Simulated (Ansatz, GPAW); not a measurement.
This is a calculation of As for Ansatz 0.2.0. The given cell was strained at random by a few per cent at fixed volume. This isn't the form of As at room conditions, which is rhombohedral.

Contents of input.yaml:

```yaml
crystal:
  lattice:
    - [2.710041, -0.017379, -0.011858]
    - [-0.017379, 2.7297, 0.033264]
    - [-0.011858, 0.033264, 2.672193]
  atoms:
    - { symbol: As, position: [0.484351, 0.505525, 0.496375] }
kpoints:
  mp_grid: { grid: [10, 10, 10] }
scf:
  occupations: { method: fermi_dirac, width: 0.05 }
hamiltonian:
  xc: pbesol
  pseudopotentials: { kind: all_electron, lapw: { basis_error: 0.001 } }
output:
  forces: true
  stress: true
  eigenvalues: true
  populations: true
```

Potentials or basis: all-electron LAPW, scalar-relativistic.

Launch:

```console
$ ansatz run input.yaml --threads 1 --pin off --max-ram 3072MiB --backend cpu --events-out ev --progress --plain --runs-dir out
```

**Question.** What does the same run look like in GPAW 26.7.0 (ASE script)? Potentials or basis there: PAW data sets generated for this functional, cutoff 600 eV.

**Answer.** As run (cutoffs and basis follow the program's own potentials, and thresholds, step limits or extra output files can differ):

The input run.py:

```python
from ase import Atoms
from ase.dft.bandgap import bandgap
from ase.io import write
from ase.units import GPa
from gpaw import GPAW, PW, setup_paths

setup_paths.insert(0, '.')

atoms = Atoms(['As'],
              cell=[[2.710041, -0.017379, -0.011858],
                    [-0.017379, 2.7297, 0.033264],
                    [-0.011858, 0.033264, 2.672193]],
              scaled_positions=[[0.484351, 0.505525, 0.496375]],
              pbc=True)

calc = GPAW(mode=PW(600),
            xc='PBEsol',
            kpts={'size': (10, 10, 10), 'gamma': True},
            occupations={'name': 'fermi-dirac', 'width': 0.05},
            nbands=9,
            convergence={'density': 1e-05, 'energy': 1e-05},
            maxiter=150,
            txt='gpaw.txt')
atoms.calc = calc
energy = atoms.get_potential_energy()
forces = atoms.get_forces()
stress = atoms.get_stress()
calc.write('gs.gpw')
write('result.traj', atoms)
print(f'Energy: {energy:.6f} eV')
print('Forces (eV/A):')
print(forces.round(4))
print('Stress (GPa):', (stress / GPa).round(3))
print('Fermi level:', round(calc.get_fermi_level(), 4), 'eV')
print(f'Gap: {bandgap(calc)[0]:.4f} eV, direct: {bandgap(calc, direct=True)[0]:.4f} eV')
```

Potentials or basis: PAW data sets generated in the run's folder for this functional, pw.

Command:

```console
$ gpaw-setup -f PBEsol As
$ OMP_NUM_THREADS=1 python run.py
```

Both were run:

|  | Ansatz | GPAW |
| --- | --- | --- |
| Pressure | -1.5 GPa | -1.4 GPa |

Where Ansatz's input types no cutoff or centring, it takes its own default and a Γ-centred mesh.

Pressure is positive in compression.
